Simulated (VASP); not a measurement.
Here is a VASP 6.6.1 calculation.

File run.py:

```python
from ase.calculators.vasp import Vasp
from ase.dft.bandgap import bandgap
from ase.io import read

atoms = read('POSCAR')
calc = Vasp(
    directory='calc',
    xc='rpbe',
    pp='PBE',
    setups='gw',
    prec='Accurate',
    encut=550,
    ediff=1e-06,
    ismear=0,
    sigma=0.05,
    lreal=False,
    lasph=True,
    nelm=80,
    algo='Fast',
    isif=2,
    lwave=False,
    lcharg=True,
    lelf=True,
    lvhar=True,
    kpts=[12, 12, 4],
    gamma=True,
)
atoms.calc = calc

print('energy (eV):', atoms.get_potential_energy())
print('free energy (eV):', atoms.get_potential_energy(force_consistent=True))
print('forces (eV/A):')
print(atoms.get_forces())
print('stress (eV/A^3, Voigt):', atoms.get_stress())
print('Fermi level (eV):', calc.get_fermi_level())
gap, top, bottom = bandgap(calc)
print('band gap (eV):', gap, 'from (spin, k, band)', top, 'to', bottom)
```

POSCAR

```
BN
1.0
    2.4982400000      0.0000000000      0.0000000000
   -1.2491200000      2.1635393048      0.0000000000
    0.0000000000      0.0000000000      6.6357000000
N B
2 2
Direct
    0.6666666667      0.3333333333      0.2500000000
    0.3333333333      0.6666666667      0.7500000000
    0.6666666667      0.3333333333      0.7500000000
    0.3333333333      0.6666666667      0.2500000000
```

Potentials or basis: VASP PAW PBE potentials, release 64 (N_GW, B_GW).

Command:

```sh
$ python run.py
```

Question: What does it give for the band gap on the k mesh?

Answer: 4.41 eV, indirect (least direct gap 4.75 eV).

Question: Predict the pressure.

Answer: 8.5 GPa.

Stress tensor (GPa, compression positive):
```
10.22  0.00  0.00
 0.00 10.22  0.00
 0.00  0.00  5.09
```

Caveat: the PAW data sets were made with another functional, which shifts forces and pressure a little; this functional lacks dispersion, which binds the layers, so the pressure and a relaxed spacing across them are unreliable. A k mesh can miss the band edges.
